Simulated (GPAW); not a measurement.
Here is a GPAW 26.7.0 calculation.

Contents of run.py:

```python
from ase.dft.bandgap import bandgap
from ase.io import read, write
from gpaw import GPAW, PW

atoms = read('ZnS.cif')

calc = GPAW(mode=PW(600),
            xc={'name': 'optB88-vdW', 'backend': 'libvdwxc'},
            kpts={'size': (6, 6, 3), 'gamma': True},
            occupations={'name': 'fermi-dirac', 'width': 0.05},
            nbands=31,
            convergence={'density': 1e-05, 'energy': 1e-05},
            maxiter=150,
            legacy_gpaw=True,
            txt='gpaw.txt')
atoms.calc = calc
energy = atoms.get_potential_energy()
forces = atoms.get_forces()
calc.write('gs.gpw')
write('result.traj', atoms)
print(f'Energy: {energy:.6f} eV')
print('Forces (eV/A):')
print(forces.round(4))
print('Fermi level:', round(calc.get_fermi_level(), 4), 'eV')
print(f'Gap: {bandgap(calc)[0]:.4f} eV, direct: {bandgap(calc, direct=True)[0]:.4f} eV')

path = atoms.cell.bandpath('GMKGALHA,LM,KH', npoints=80, eps=1e-4)
bs_calc = calc.fixed_density(kpts=path, symmetry='off', nbands=48,
                             convergence={'bands': 'CBM+6.0', 'eigenstates': 1e-6}, txt='bands.txt')
bs = bs_calc.band_structure()
bs.write('bs.json')
print(f'Gap on the path: {bandgap(bs_calc)[0]:.4f} eV')
```

File ZnS.cif:

```cif
data_ZnS
_cell_length_a 3.81100000
_cell_length_b 3.81100000
_cell_length_c 6.23400000
_cell_angle_alpha 90.00000000
_cell_angle_beta 90.00000000
_cell_angle_gamma 120.00000000
_space_group_name_H-M_alt 'P1'
_space_group_name_Hall 'P 1'
_space_group_IT_number 1
loop_
_space_group_symop_operation_xyz
'x,y,z'
loop_
_atom_site_label
_atom_site_type_symbol
_atom_site_symmetry_multiplicity
_atom_site_Wyckoff_symbol
_atom_site_fract_x
_atom_site_fract_y
_atom_site_fract_z
_atom_site_occupancy
Zn1 Zn 1 a 0.6666666667 0.3333333333 0.5000000000 1
Zn2 Zn 1 a 0.3333333333 0.6666666667 0.0000000000 1
S1 S 1 a 0.6666666667 0.3333333333 0.8850000000 1
S2 S 1 a 0.3333333333 0.6666666667 0.3850000000 1
```

Potentials or basis: GPAW PAW data sets (gpaw-data 1.2.1), pw.

The run is started by

```bash
$ OMP_NUM_THREADS=1 python run.py
```

Q: Estimate the band gap along the path.

A: 2.25 eV, direct.

Q: Predict the largest force.

A: 0.342 eV/Å.

Q: What does it give for the band gap on the k mesh?

A: 2.25 eV, direct.

Forces on the atoms (eV/Å):
```
Zn   0.000  0.000  0.342
Zn   0.000  0.000  0.341
S    0.000  0.000 -0.341
S    0.000  0.000 -0.341
```

Caveat: the PAW data sets were made with another functional, which shifts forces and pressure a little.

**The experiment to reproduce.**

From a printed reference work, monograph, for a bulk crystal of ZnS at 4 K: band gap 3.911 eV (direct).

A measured gap of ZnS is 3.911 eV (direct; 4 K; a printed reference work, monograph); the calculated 2.25 eV misses it by -1.66 eV. The value is that of optB88-vdW, without temperature or zero-point motion.
